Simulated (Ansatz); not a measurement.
The cell is COD entry 1100027, as deposited and not checked against the literature; nothing was relaxed. It is an old determination, and later ones may differ.

SrO: DFT, PBE, all-electron LAPW, Dirac equation with spin-orbit coupling (Ansatz 0.2.0). What sets it apart from a plain run of this crystal: spin-orbit coupling on.

```yaml
crystal:
  lattice:
    - [0.0, 2.5698, 2.5698]
    - [2.5698, 0.0, 2.5698]
    - [2.5698, 2.5698, 0.0]
  atoms:
    - { symbol: Sr, position: [0.0, 0.0, 0.0] }
    - { symbol: O, position: [0.5, 0.5, 0.5] }
kpoints:
  mp_grid: { grid: [8, 8, 8] }
  band_path:
    path:
      - [0.0, 0.0, 0.0]
      - [0.5, 0.0, 0.5]
      - [0.625, 0.25, 0.625]
      - [0.375, 0.375, 0.75]
      - [0.0, 0.0, 0.0]
      - [0.5, 0.5, 0.5]
      - [0.5, 0.25, 0.75]
      - [0.5, 0.0, 0.5]
    npoints: 5
scf:
  occupations: { method: fermi_dirac, width: 0.02 }
hamiltonian:
  xc: pbe
  pseudopotentials: { kind: all_electron, lapw: { basis_error: 0.00025 } }
output:
  forces: true
  stress: true
  eigenvalues: true
magnetization:
  noncollinear: true
  spin_orbit: true
```

Output (standing set-up lines are left out):

```
LAPW: plane waves up to 8.212 Å⁻¹, error target 2.5e-4 eV per atom; Dirac's equation on spinors; O in spheres of 1.257 Å, 6 of its electrons in bands; Sr in spheres of 1.313 Å, 28 of its electrons in bands
Pseudopotential: Sr, LAPW, valence charge 28, Dirac's equation, gaussian nucleus
Pseudopotential: O, LAPW, valence charge 6, Dirac's equation, gaussian nucleus
non-collinear run that drives no moment, with spin-orbit: no starting moment large enough to seed its density (crystal.atoms[].spin), no starting occupations that ask for one, no magnetisation constraint and no magnetic field, so the semilocal B_xc is pinned to zero
Basis set: ecut = 256.94811911299706 eV, 331 PW (Γ), exchange–correlation at level 2
Bands: 42, of which v1, the nominal top of the filled ones, is band 34 counted from 1 (33 counted from 0)
Symmetry: 48 space group operations + 48 with time reversal
Magnetic group: BNS 225.117 (UNI 1619), of the structure as read, at distance tolerance 3.2e-5 Å
iter 1 solved again at ethr=7.55e-3 eV; its pass at ethr=1.00e-1 eV (dr2=2.57e0 eV) is discarded
SCF iter   1: F=—  HF=-88580.900943 eV  |F-HF|=—  |Δ(HF+E_count)|=         —  Δρ=7.05e-2  dr2=2.56e0  dr2_m=0.00e0 (ungated)  ethr=7.55e-3  |M|=0.00e0 ∫|m|=0.00e0 μB  β_m=0.30  ⟨swp⟩=2.0  Hψ=7507  notcnv=0
preconditioner: auto → none  [insulator: Δε(μ)=6.367 eV  Ē_g=17.359 eV  σ=0.020 eV  W_gap=1.00  n_scr=14 (ndim 8)  ℏωp=23.8 eV  f_vac=0.000  D(μ)=0.00/eV (n_scr^D=0)  ε∞_Penn≈2.9]
iter 2 solved again at ethr=4.00e-4 eV; its pass at ethr=7.54e-3 eV (dr2=1.36e-1 eV) is discarded
SCF iter   2: F=—  HF=-88578.804713 eV  |F-HF|=—  |Δ(HF+E_count)|=    2.10e0  Δρ=1.68e-2  dr2=1.36e-1  dr2_m=0.00e0 (ungated)  ethr=4.00e-4  |M|=0.00e0 ∫|m|=0.00e0 μB  β_m=0.30  ⟨swp⟩=2.1  Hψ=6302  notcnv=0
SCF iter   3: F=—  HF=-88578.772675 eV  |F-HF|=—  |Δ(HF+E_count)|=         —  Δρ=1.45e-2  dr2=1.05e-1  dr2_m=0.00e0 (ungated)  ethr=4.00e-4  |M|=0.00e0 ∫|m|=0.00e0 μB  β_m=0.58  ⟨swp⟩=2.0  Hψ=3683  notcnv=0
the basis was enlarged: its passes take 5.8 MiB over the memory plan, 1 of 1 planned eigensolver slots
SCF iter   4: F=—  HF=-88578.770559 eV  |F-HF|=—  |Δ(HF+E_count)|=   2.12e-3  Δρ=4.54e-3  dr2=9.96e-3  dr2_m=0.00e0 (ungated)  ethr=3.09e-4  |M|=0.00e0 ∫|m|=0.00e0 μB  β_m=0.69  ⟨swp⟩=3.0  Hψ=3580  notcnv=0
SCF iter   5: F=—  HF=-88578.772977 eV  |F-HF|=—  |Δ(HF+E_count)|=   2.42e-3  Δρ=1.16e-3  dr2=6.69e-4  dr2_m=0.00e0 (ungated)  ethr=2.93e-5  |M|=0.00e0 ∫|m|=0.00e0 μB  β_m=0.68  ⟨swp⟩=2.6  Hψ=3720  notcnv=0
SCF iter   6: F=—  HF=-88578.773242 eV  |F-HF|=—  |Δ(HF+E_count)|=   2.66e-4  Δρ=2.21e-4  dr2=2.42e-5  dr2_m=0.00e0 (ungated)  ethr=1.97e-6  |M|=0.00e0 ∫|m|=0.00e0 μB  β_m=0.72  ⟨swp⟩=2.8  Hψ=3694  notcnv=0
SCF iter   7: F=—  HF=-88578.773257 eV  |F-HF|=—  |Δ(HF+E_count)|=   1.46e-5  Δρ=1.37e-5  dr2=5.88e-8  dr2_m=0.00e0 (ungated)  ethr=7.11e-8  |M|=0.00e0 ∫|m|=0.00e0 μB  β_m=0.86  ⟨swp⟩=3.0  Hψ=3554  notcnv=0
SCF iter   8: F=-88578.773257 eV  HF=-88578.773257 eV  |F-HF|=6.98e-10  |Δ(HF+E_count)|=   1.72e-7  Δρ=1.90e-6  dr2=1.49e-9  dr2_m=0.00e0 (ungated)  ethr=1.73e-10  |M|=0.00e0 ∫|m|=0.00e0 μB  ⟨swp⟩=3.0  Hψ=3817  notcnv=0
SCF 1 converged in 8 iterations: F = -88578.773257 eV  dr2 = 1.49e-9
NSCF: frozen V_eff on 36 k-points
SCF converged after 8 iterations
Magnetization: |M| = 0.0000 μB,  M = (+0.0000, +0.0000, +0.0000) μB
Absolute magnetization: 0.0000 μB (∫|m|)
  site 0: m = (+0.0000, +0.0000, +0.0000) μB, |m| = 0.0000 μB  (R = 1.31 Å)
  site 1: m = (+0.0000, +0.0000, +0.0000) μB, |m| = 0.0000 μB  (R = 1.26 Å)
Free energy (F): -88578.773257 eV
Harris-Foulkes:  -88578.773257 eV  (|F-HF|=6.98e-10)
Internal energy: -88578.773257 eV  (E = F + TS)
E sigma→0 (E₀):  -88578.773257 eV
Fermi energy:    11.088021 eV
--- Per-component energies (eV) ---
  E_band       = -3186.327066
  E_kinetic    = 91177.635765
  E_xc         = -3099.118308
  E_electrostatic = -176657.290715  (all electrons and nuclei)
  E_smearing   = -0.000000  (= −TS)
  E_closure    = 0.000000  (closes the sum)
  Σ components = -88578.773257   (vs F -88578.773257, Δ=0.00e0)
  Basis errors (estimates in eV, not in F): energy 8.5e-5 per atom: plane waves 8.0e-5 (6.1e-5 summed), levels above the bands 2.6e-149, relativity 1.1e-8, radial functions 5.3e-6, core shells 1.9e-8; eigenvalues (radial functions only) 1.2e-6; not estimated: angular momenta, meshes, grids; target (lapw.basis_error) 2.5e-4; muffin-tin radii O 1.257 Å, Sr 1.313 Å
--- Forces (eV/Å), atoms counted from 1 ---
  atom   1  Sr     0.00000000     0.00000000    -0.00000000
  atom   2  O      0.00000000    -0.00000000    -0.00000000
  max |Σ_I F_I| component: 3.45e-25 eV/Å
--- Stress (GPa, compression-positive) ---
        2.918026       0.000000       0.000000
        0.000000       2.918026      -0.000000
        0.000000      -0.000000       2.918026
  P = ⅓ Tr σ = 2.9180 GPa (29.180 kbar)
--- Band table (eV; the first three rows and the last of 29) ---
  k-point 0: bands = ["-315.1984", "-315.1984", "-244.7444", "-244.7444", "-234.2586", "-234.2586", "-234.2586", "-234.2586", "-110.6269", "-110.6269", "-110.6269", "-110.6269", "-108.7991", "-108.7991", "-108.7965", "-108.7965", "-108.7965", "-108.7965", "-22.8694", "-22.8694", "-5.6385", "-5.6385", "-5.3113", "-5.3113", "-4.1378", "-4.1378", "-4.1378", "-4.1378", "9.3818", "9.3818", "9.4437", "9.4437", "9.4437", "9.4437", "13.4433", "13.4433", "15.6750", "15.6750", "15.6750", "15.6750", "15.7130", "15.7130"]
  k-point 1: bands = ["-315.1984", "-315.1984", "-244.7444", "-244.7444", "-234.2586", "-234.2586", "-234.2586", "-234.2586", "-110.6269", "-110.6269", "-110.6269", "-110.6269", "-108.7991", "-108.7991", "-108.7965", "-108.7965", "-108.7965", "-108.7965", "-22.8493", "-22.8493", "-6.0583", "-6.0583", "-5.1310", "-5.1310", "-4.1505", "-4.1505", "-3.9605", "-3.9605", "8.9744", "8.9744", "9.2151", "9.2151", "9.2489", "9.2489", "14.1392", "14.1392", "15.5259", "15.5259", "15.9775", "15.9775", "16.0039", "16.0039"]
  k-point 2: bands = ["-315.1984", "-315.1984", "-244.7444", "-244.7444", "-234.2586", "-234.2586", "-234.2586", "-234.2586", "-110.6269", "-110.6269", "-110.6269", "-110.6269", "-108.7991", "-108.7991", "-108.7965", "-108.7965", "-108.7965", "-108.7965", "-22.8003", "-22.8003", "-6.6268", "-6.6268", "-5.0554", "-5.0554", "-4.1806", "-4.1806", "-3.6178", "-3.6178", "8.1614", "8.1614", "8.8028", "8.8028", "8.8280", "8.8280", "15.4423", "15.4423", "15.6810", "15.6810", "16.8000", "16.8000", "16.8301", "16.8301"]
  k-point 28: bands = ["-315.1984", "-315.1984", "-244.7444", "-244.7444", "-234.2586", "-234.2586", "-234.2586", "-234.2586", "-110.6269", "-110.6269", "-110.6269", "-110.6269", "-108.7991", "-108.7991", "-108.7965", "-108.7965", "-108.7965", "-108.7965", "-22.6876", "-22.6876", "-6.4071", "-6.4071", "-5.5765", "-5.5765", "-4.8520", "-4.8520", "-3.8464", "-3.8464", "8.3152", "8.3152", "8.9701", "8.9701", "9.0517", "9.0517", "15.4719", "15.4719", "15.4741", "15.4741", "18.1011", "18.1011", "20.6066", "20.6066"]
```
